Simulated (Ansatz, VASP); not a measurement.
**Cu: VASP beside Ansatz**

File INCAR:

```
SYSTEM = Cu
PREC = Accurate ; ENCUT = 520
EDIFF = 1E-8 ; ISMEAR = 0
SIGMA = 0.01 ; LREAL = .False.
LASPH = .True. ; NELM = 80
ALGO = Normal ; ISIF = 2
LWAVE = .False. ; LCHARG = .False.
GGA = PE ; LEFG = .True.
NBANDS = 12
```

KPOINTS

```
regular mesh
0
Gamma
  16 16 16
  0 0 0
```

POSCAR

```
Cu
1.0
   -1.4329328528      1.4329328528      1.4329328528
    1.4329328528     -1.4329328528      1.4329328528
    1.4329328528      1.4329328528     -1.4329328528
Cu
1
Direct
    0.0000000000      0.0000000000      0.0000000000
```

Input for Ansatz:

```yaml
crystal:
  lattice:
    - [-1.4329328528, 1.4329328528, 1.4329328528]
    - [1.4329328528, -1.4329328528, 1.4329328528]
    - [1.4329328528, 1.4329328528, -1.4329328528]
  atoms:
    - { symbol: Cu, position: [0.0, 0.0, 0.0] }
kpoints:
  mp_grid: { grid: [16, 16, 16] }
scf:
  occupations: { method: gaussian, width: 0.01 }
  lower_state_search: light
hamiltonian:
  xc: pbe
  pseudopotentials: { kind: paw }
output:
  forces: true
  stress: true
  eigenvalues: true
  efg: { contact_densities: true }
```

This isn't the form of Cu at room conditions, which is fcc.

Alike in both runs: task electric field gradients; functional PBE; k mesh 16 × 16 × 16; occupations gaussian, width 0.01 eV; no spin polarisation.

|  | VASP | Ansatz |
| --- | --- | --- |
| version | VASP 6.6.1 | Ansatz 0.2.0 |
| potentials or method | VASP PAW PBE potentials, release 64 (Cu) | PAW with Ansatz's default frozen-core files, scalar-relativistic |
| plane-wave cutoff (eV) | 520 | 420 |
| valence electrons in the cell | 11 | 19 |

VASP gave:

* gap on the k mesh at the Fermi level (eV): none
* pressure (GPa): 3.4

Question: Which values does Ansatz return?

Answer: gap on the k mesh at the Fermi level (eV): none; pressure (GPa): 2.9.

A gap of «none» marks a metal or a gap that the smearing closes. The functional is the same, so the differences come from potentials, cutoffs and numerics. The two sets of potentials don't hold the same shells in valence.
